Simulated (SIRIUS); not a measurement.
# BAs (F-43m) in SIRIUS: notebook, part 4 of 8

SIRIUS 7.12.0. The steps go on from the part before.

### Step 7. Equation of state, PBEsol, 14.17 Å³/atom (volume scaled by 1.04)

Input file sirius.json:

```json
{
  "control": {
    "processing_unit": "cpu",
    "std_evp_solver_name": "lapack",
    "gen_evp_solver_name": "lapack",
    "verbosity": 2,
    "print_forces": false,
    "ortho_rf": true,
    "use_second_variation": true,
    "rmt_max": 3.0,
    "num_bands_to_print": 21,
    "save_wf": true
  },
  "parameters": {
    "electronic_structure_method": "full_potential_lapwlo",
    "xc_functionals": ["XC_GGA_X_PBE_SOL", "XC_GGA_C_PBE_SOL"],
    "core_relativity": "dirac",
    "valence_relativity": "iora",
    "num_fv_states": 21,
    "smearing": "fermi_dirac",
    "smearing_width": 0.0018374661,
    "pw_cutoff": 21,
    "gk_cutoff": 4.09,
    "lmax_apw": 10,
    "lmax_rho": 8,
    "lmax_pot": 8,
    "num_mag_dims": 0,
    "auto_rmt": 0,
    "ngridk": [10, 10, 10],
    "shiftk": [0, 0, 0],
    "num_dft_iter": 80,
    "energy_tol": 1e-07,
    "density_tol": 1e-05,
    "use_symmetry": true
  },
  "settings": {"tol_ne": 1e-10},
  "iterative_solver": {"type": "exact"},
  "mixer": {"type": "anderson", "beta": 0.5, "max_history": 8},
  "unit_cell": {
    "lattice_vectors": [[0.0, 4.5730072765, 4.5730072765], [4.5730072765, 0.0, 4.5730072765], [4.5730072765, 4.5730072765, 0.0]],
    "atom_types": ["As", "B"],
    "atom_files": {"As": "As.json", "B": "B.json"},
    "atoms": {"As": [[0.75, 0.75, 0.75]], "B": [[0.0, 0.0, 0.0]]}
  }
}
```

Input file As.json:

```json
{
  "name": "arsenic",
  "symbol": "As",
  "number": 33,
  "mass": 74.9216,
  "rmin": 1e-06,
  "rmt": 2.18,
  "nrmt": 800,
  "rinf": 15.07,
  "core": "1s2s2p",
  "valence": [
    {"basis": [{"enu": 0.07, "dme": 0, "n": 0, "auto": 0}, {"enu": 0.07, "dme": 1, "n": 0, "auto": 0}]},
    {"l": 0, "n": 1, "basis": [{"enu": 0.0486, "dme": 0, "n": 0, "auto": 0}]},
    {"l": 1, "n": 2, "basis": [{"enu": 0.17, "dme": 0, "n": 0, "auto": 0}]},
    {"l": 2, "n": 3, "basis": [{"enu": 0.17, "dme": 0, "n": 0, "auto": 0}]},
    {"l": 3, "n": 4, "basis": [{"enu": 0.17, "dme": 0, "n": 0, "auto": 0}]}
  ],
  "lo": [
    {
      "l": 0,
      "basis": [{"enu": 0.0486, "dme": 0, "n": 0, "auto": 0}, {"enu": 0.0486, "dme": 1, "n": 0, "auto": 0}]
    },
    {
      "l": 0,
      "basis": [{"enu": 0.0486, "dme": 1, "n": 0, "auto": 0}, {"enu": 0.0486, "dme": 2, "n": 0, "auto": 0}]
    },
    {
      "l": 0,
      "basis": [{"enu": -6.5808, "dme": 0, "n": 3, "auto": 1}, {"enu": -6.5808, "dme": 1, "n": 3, "auto": 1}]
    },
    {
      "l": 0,
      "basis": [{"enu": 0.0486, "dme": 0, "n": 0, "auto": 0}, {"enu": 2.5736, "dme": 0, "n": 0, "auto": 0}]
    },
    {"l": 1, "basis": [{"enu": 0.17, "dme": 0, "n": 0, "auto": 0}, {"enu": 0.17, "dme": 1, "n": 0, "auto": 0}]},
    {
      "l": 1,
      "basis": [{"enu": -4.5309, "dme": 0, "n": 3, "auto": 1}, {"enu": -4.5309, "dme": 1, "n": 3, "auto": 1}]
    },
    {
      "l": 1,
      "basis": [{"enu": -4.5309, "dme": 1, "n": 3, "auto": 1}, {"enu": 0.17, "dme": 0, "n": 0, "auto": 0}]
    },
    {"l": 1, "basis": [{"enu": 0.17, "dme": 0, "n": 0, "auto": 0}, {"enu": 4.0417, "dme": 0, "n": 0, "auto": 0}]},
    {"l": 2, "basis": [{"enu": 0.17, "dme": 0, "n": 0, "auto": 0}, {"enu": 0.17, "dme": 1, "n": 0, "auto": 0}]},
    {
      "l": 2,
      "basis": [{"enu": -1.1385, "dme": 0, "n": 3, "auto": 1}, {"enu": -1.1385, "dme": 1, "n": 3, "auto": 1}]
    },
    {
      "l": 2,
      "basis": [{"enu": -1.1385, "dme": 1, "n": 3, "auto": 1}, {"enu": 0.17, "dme": 0, "n": 0, "auto": 0}]
    },
    {"l": 2, "basis": [{"enu": 0.17, "dme": 0, "n": 0, "auto": 0}, {"enu": 4.5467, "dme": 0, "n": 0, "auto": 0}]},
    {"l": 3, "basis": [{"enu": 0.17, "dme": 0, "n": 0, "auto": 0}, {"enu": 0.17, "dme": 1, "n": 0, "auto": 0}]},
    {"l": 3, "basis": [{"enu": 0.17, "dme": 0, "n": 0, "auto": 0}, {"enu": 3.8313, "dme": 0, "n": 0, "auto": 0}]}
  ],
  "free_atom": [... radial grid and density of the free atom, the start of the SCF ...]
}
```

Input file B.json:

```json
{
  "name": "boron",
  "symbol": "B",
  "number": 5,
  "mass": 10.811,
  "rmin": 1e-06,
  "rmt": 1.59,
  "nrmt": 800,
  "rinf": 17.81,
  "core": "",
  "valence": [
    {"basis": [{"enu": 0.07, "dme": 0, "n": 0, "auto": 0}, {"enu": 0.07, "dme": 1, "n": 0, "auto": 0}]},
    {"l": 0, "n": 1, "basis": [{"enu": 0.1159, "dme": 0, "n": 0, "auto": 0}]},
    {"l": 1, "n": 2, "basis": [{"enu": 0.17, "dme": 0, "n": 0, "auto": 0}]},
    {"l": 2, "n": 3, "basis": [{"enu": 0.17, "dme": 0, "n": 0, "auto": 0}]},
    {"l": 3, "n": 4, "basis": [{"enu": 0.17, "dme": 0, "n": 0, "auto": 0}]}
  ],
  "lo": [
    {
      "l": 0,
      "basis": [{"enu": 0.1159, "dme": 0, "n": 0, "auto": 0}, {"enu": 0.1159, "dme": 1, "n": 0, "auto": 0}]
    },
    {
      "l": 0,
      "basis": [{"enu": 0.1159, "dme": 1, "n": 0, "auto": 0}, {"enu": 0.1159, "dme": 2, "n": 0, "auto": 0}]
    },
    {
      "l": 0,
      "basis": [{"enu": -6.2564, "dme": 0, "n": 1, "auto": 1}, {"enu": -6.2564, "dme": 1, "n": 1, "auto": 1}]
    },
    {
      "l": 0,
      "basis": [{"enu": 0.1159, "dme": 0, "n": 0, "auto": 0}, {"enu": 4.8625, "dme": 0, "n": 0, "auto": 0}]
    },
    {"l": 1, "basis": [{"enu": 0.17, "dme": 0, "n": 0, "auto": 0}, {"enu": 0.17, "dme": 1, "n": 0, "auto": 0}]},
    {"l": 1, "basis": [{"enu": 0.17, "dme": 1, "n": 0, "auto": 0}, {"enu": 0.17, "dme": 2, "n": 0, "auto": 0}]},
    {"l": 1, "basis": [{"enu": 0.17, "dme": 0, "n": 0, "auto": 0}, {"enu": 5.6286, "dme": 0, "n": 0, "auto": 0}]},
    {"l": 2, "basis": [{"enu": 0.17, "dme": 0, "n": 0, "auto": 0}, {"enu": 0.17, "dme": 1, "n": 0, "auto": 0}]},
    {"l": 2, "basis": [{"enu": 0.17, "dme": 1, "n": 0, "auto": 0}, {"enu": 0.17, "dme": 2, "n": 0, "auto": 0}]},
    {"l": 2, "basis": [{"enu": 0.17, "dme": 0, "n": 0, "auto": 0}, {"enu": 6.3406, "dme": 0, "n": 0, "auto": 0}]},
    {"l": 3, "basis": [{"enu": 0.17, "dme": 0, "n": 0, "auto": 0}, {"enu": 0.17, "dme": 1, "n": 0, "auto": 0}]}
  ],
  "free_atom": [... radial grid and density of the free atom, the start of the SCF ...]
}
```

Input file sirius_start.json:

```json
{
  "control": {
    "processing_unit": "cpu",
    "std_evp_solver_name": "lapack",
    "gen_evp_solver_name": "lapack",
    "verbosity": 1,
    "print_forces": false,
    "ortho_rf": true,
    "use_second_variation": true,
    "rmt_max": 3.0,
    "num_bands_to_print": 21,
    "save_wf": false
  },
  "parameters": {
    "electronic_structure_method": "full_potential_lapwlo",
    "xc_functionals": ["XC_LDA_X", "XC_LDA_C_PW"],
    "core_relativity": "dirac",
    "valence_relativity": "iora",
    "num_fv_states": 21,
    "smearing": "fermi_dirac",
    "smearing_width": 0.0055123983,
    "pw_cutoff": 21,
    "gk_cutoff": 3.27,
    "lmax_apw": 10,
    "lmax_rho": 8,
    "lmax_pot": 8,
    "num_mag_dims": 0,
    "auto_rmt": 0,
    "ngridk": [4, 4, 4],
    "shiftk": [0, 0, 0],
    "num_dft_iter": 30,
    "energy_tol": 0.01,
    "density_tol": 0.05,
    "use_symmetry": true
  },
  "settings": {"tol_ne": 1e-10},
  "iterative_solver": {"type": "exact"},
  "mixer": {"type": "anderson", "beta": 0.5, "max_history": 8},
  "unit_cell": {
    "lattice_vectors": [[0.0, 4.5730072765, 4.5730072765], [4.5730072765, 0.0, 4.5730072765], [4.5730072765, 4.5730072765, 0.0]],
    "atom_types": ["As", "B"],
    "atom_files": {"As": "As.json", "B": "B.json"},
    "atoms": {"As": [[0.75, 0.75, 0.75]], "B": [[0.0, 0.0, 0.0]]}
  }
}
```

Command:

```console
OMP_NUM_THREADS=1 sirius.scf --input=sirius_start.json --output=start.json
OMP_NUM_THREADS=1 sirius.scf --input=sirius.json --output=output.json --task=1
```

Wall time 53 s (1 thread of Arm Neoverse V1, shared host); peak memory 0.45 GiB.

Results (log left out):

- Free energy: -62157.0788 eV
- Band gap on the k mesh: 1.12 eV, indirect (least direct gap 3.20 eV)
- All electrons inside the program's atomic spheres: As 31.02; B 3.43 (radii As 2.18, B 1.59 bohr)

### Step 8. Equation of state, PBEsol, 14.44 Å³/atom (volume scaled by 1.06)

sirius.json: that of step 7 with these lines changed.

```diff
@@ -39,3 +39,3 @@
   "unit_cell": {
-    "lattice_vectors": [[0.0, 4.5730072765, 4.5730072765], [4.5730072765, 0.0, 4.5730072765], [4.5730072765, 4.5730072765, 0.0]],
+    "lattice_vectors": [[0.0, 4.6021354968, 4.6021354968], [4.6021354968, 0.0, 4.6021354968], [4.6021354968, 4.6021354968, 0.0]],
     "atom_types": ["As", "B"],
```

Input file As.json:

```json
{
  "name": "arsenic",
  "symbol": "As",
  "number": 33,
  "mass": 74.9216,
  "rmin": 1e-06,
  "rmt": 2.18,
  "nrmt": 800,
  "rinf": 15.07,
  "core": "1s2s2p",
  "valence": [
    {"basis": [{"enu": 0.06, "dme": 0, "n": 0, "auto": 0}, {"enu": 0.06, "dme": 1, "n": 0, "auto": 0}]},
    {"l": 0, "n": 1, "basis": [{"enu": 0.0386, "dme": 0, "n": 0, "auto": 0}]},
    {"l": 1, "n": 2, "basis": [{"enu": 0.16, "dme": 0, "n": 0, "auto": 0}]},
    {"l": 2, "n": 3, "basis": [{"enu": 0.16, "dme": 0, "n": 0, "auto": 0}]},
    {"l": 3, "n": 4, "basis": [{"enu": 0.16, "dme": 0, "n": 0, "auto": 0}]}
  ],
  "lo": [
    {
      "l": 0,
      "basis": [{"enu": 0.0386, "dme": 0, "n": 0, "auto": 0}, {"enu": 0.0386, "dme": 1, "n": 0, "auto": 0}]
    },
    {
      "l": 0,
      "basis": [{"enu": 0.0386, "dme": 1, "n": 0, "auto": 0}, {"enu": 0.0386, "dme": 2, "n": 0, "auto": 0}]
    },
    {
      "l": 0,
      "basis": [{"enu": -6.5908, "dme": 0, "n": 3, "auto": 1}, {"enu": -6.5908, "dme": 1, "n": 3, "auto": 1}]
    },
    {
      "l": 0,
      "basis": [{"enu": 0.0386, "dme": 0, "n": 0, "auto": 0}, {"enu": 2.5636, "dme": 0, "n": 0, "auto": 0}]
    },
    {"l": 1, "basis": [{"enu": 0.16, "dme": 0, "n": 0, "auto": 0}, {"enu": 0.16, "dme": 1, "n": 0, "auto": 0}]},
    {
      "l": 1,
      "basis": [{"enu": -4.5409, "dme": 0, "n": 3, "auto": 1}, {"enu": -4.5409, "dme": 1, "n": 3, "auto": 1}]
    },
    {
      "l": 1,
      "basis": [{"enu": -4.5409, "dme": 1, "n": 3, "auto": 1}, {"enu": 0.16, "dme": 0, "n": 0, "auto": 0}]
    },
    {"l": 1, "basis": [{"enu": 0.16, "dme": 0, "n": 0, "auto": 0}, {"enu": 4.0317, "dme": 0, "n": 0, "auto": 0}]},
    {"l": 2, "basis": [{"enu": 0.16, "dme": 0, "n": 0, "auto": 0}, {"enu": 0.16, "dme": 1, "n": 0, "auto": 0}]},
    {
      "l": 2,
      "basis": [{"enu": -1.1485, "dme": 0, "n": 3, "auto": 1}, {"enu": -1.1485, "dme": 1, "n": 3, "auto": 1}]
    },
    {
      "l": 2,
      "basis": [{"enu": -1.1485, "dme": 1, "n": 3, "auto": 1}, {"enu": 0.16, "dme": 0, "n": 0, "auto": 0}]
    },
    {"l": 2, "basis": [{"enu": 0.16, "dme": 0, "n": 0, "auto": 0}, {"enu": 4.5367, "dme": 0, "n": 0, "auto": 0}]},
    {"l": 3, "basis": [{"enu": 0.16, "dme": 0, "n": 0, "auto": 0}, {"enu": 0.16, "dme": 1, "n": 0, "auto": 0}]},
    {"l": 3, "basis": [{"enu": 0.16, "dme": 0, "n": 0, "auto": 0}, {"enu": 3.8213, "dme": 0, "n": 0, "auto": 0}]}
  ],
  "free_atom": [... radial grid and density of the free atom, the start of the SCF ...]
}
```

Input file B.json:

```json
{
  "name": "boron",
  "symbol": "B",
  "number": 5,
  "mass": 10.811,
  "rmin": 1e-06,
  "rmt": 1.59,
  "nrmt": 800,
  "rinf": 17.81,
  "core": "",
  "valence": [
    {"basis": [{"enu": 0.06, "dme": 0, "n": 0, "auto": 0}, {"enu": 0.06, "dme": 1, "n": 0, "auto": 0}]},
    {"l": 0, "n": 1, "basis": [{"enu": 0.1059, "dme": 0, "n": 0, "auto": 0}]},
    {"l": 1, "n": 2, "basis": [{"enu": 0.16, "dme": 0, "n": 0, "auto": 0}]},
    {"l": 2, "n": 3, "basis": [{"enu": 0.16, "dme": 0, "n": 0, "auto": 0}]},
    {"l": 3, "n": 4, "basis": [{"enu": 0.16, "dme": 0, "n": 0, "auto": 0}]}
  ],
  "lo": [
    {
      "l": 0,
      "basis": [{"enu": 0.1059, "dme": 0, "n": 0, "auto": 0}, {"enu": 0.1059, "dme": 1, "n": 0, "auto": 0}]
    },
    {
      "l": 0,
      "basis": [{"enu": 0.1059, "dme": 1, "n": 0, "auto": 0}, {"enu": 0.1059, "dme": 2, "n": 0, "auto": 0}]
    },
    {
      "l": 0,
      "basis": [{"enu": -6.2664, "dme": 0, "n": 1, "auto": 1}, {"enu": -6.2664, "dme": 1, "n": 1, "auto": 1}]
    },
    {
      "l": 0,
      "basis": [{"enu": 0.1059, "dme": 0, "n": 0, "auto": 0}, {"enu": 4.8525, "dme": 0, "n": 0, "auto": 0}]
    },
    {"l": 1, "basis": [{"enu": 0.16, "dme": 0, "n": 0, "auto": 0}, {"enu": 0.16, "dme": 1, "n": 0, "auto": 0}]},
    {"l": 1, "basis": [{"enu": 0.16, "dme": 1, "n": 0, "auto": 0}, {"enu": 0.16, "dme": 2, "n": 0, "auto": 0}]},
    {"l": 1, "basis": [{"enu": 0.16, "dme": 0, "n": 0, "auto": 0}, {"enu": 5.6186, "dme": 0, "n": 0, "auto": 0}]},
    {"l": 2, "basis": [{"enu": 0.16, "dme": 0, "n": 0, "auto": 0}, {"enu": 0.16, "dme": 1, "n": 0, "auto": 0}]},
    {"l": 2, "basis": [{"enu": 0.16, "dme": 1, "n": 0, "auto": 0}, {"enu": 0.16, "dme": 2, "n": 0, "auto": 0}]},
    {"l": 2, "basis": [{"enu": 0.16, "dme": 0, "n": 0, "auto": 0}, {"enu": 6.3306, "dme": 0, "n": 0, "auto": 0}]},
    {"l": 3, "basis": [{"enu": 0.16, "dme": 0, "n": 0, "auto": 0}, {"enu": 0.16, "dme": 1, "n": 0, "auto": 0}]}
  ],
  "free_atom": [... radial grid and density of the free atom, the start of the SCF ...]
}
```

sirius_start.json: that of step 7 with these lines changed.

```diff
@@ -39,3 +39,3 @@
   "unit_cell": {
-    "lattice_vectors": [[0.0, 4.5730072765, 4.5730072765], [4.5730072765, 0.0, 4.5730072765], [4.5730072765, 4.5730072765, 0.0]],
+    "lattice_vectors": [[0.0, 4.6021354968, 4.6021354968], [4.6021354968, 0.0, 4.6021354968], [4.6021354968, 4.6021354968, 0.0]],
     "atom_types": ["As", "B"],
```

Command:

```console
OMP_NUM_THREADS=1 sirius.scf --input=sirius_start.json --output=start.json
OMP_NUM_THREADS=1 sirius.scf --input=sirius.json --output=output.json --task=1
```

Run time: 54 s. Hardware: 1 thread of Arm Neoverse V1, shared host; peak memory 0.46 GiB.

The run converged. Its results:

```yaml
Free_energy: -62157.0554 eV
Band_gap_on_the_k_mesh: 1.14 eV, indirect (least direct gap 3.17 eV)
All_electrons_inside_the_program's_atomic_spheres: As 31.00; B 3.41 (radii As 2.18, B 1.59 bohr)
```

### Step 9. Equation of state, PBEsol

Potentials or basis: all-electron FP-LAPW, apw+lo standard.

No new run: the results of the series are fitted here.

Results:

```yaml
Equilibrium_volume: 13.55 Å³/atom
Bulk_modulus: 140 GPa
Pressure_derivative_of_the_bulk_modulus: 3.9
```

Energy against volume, from the lowest point:
| volume (Å³/atom) | energy (meV/atom) |
| --- | --- |
| 12.809 | 19.08 |
| 13.081 | 7.25 |
| 13.354 | 0.99 |
| 13.626 | 0.00 |
| 13.899 | 3.65 |
| 14.171 | 11.52 |
| 14.444 | 23.20 |

(Part 4 of 8 ends here.)
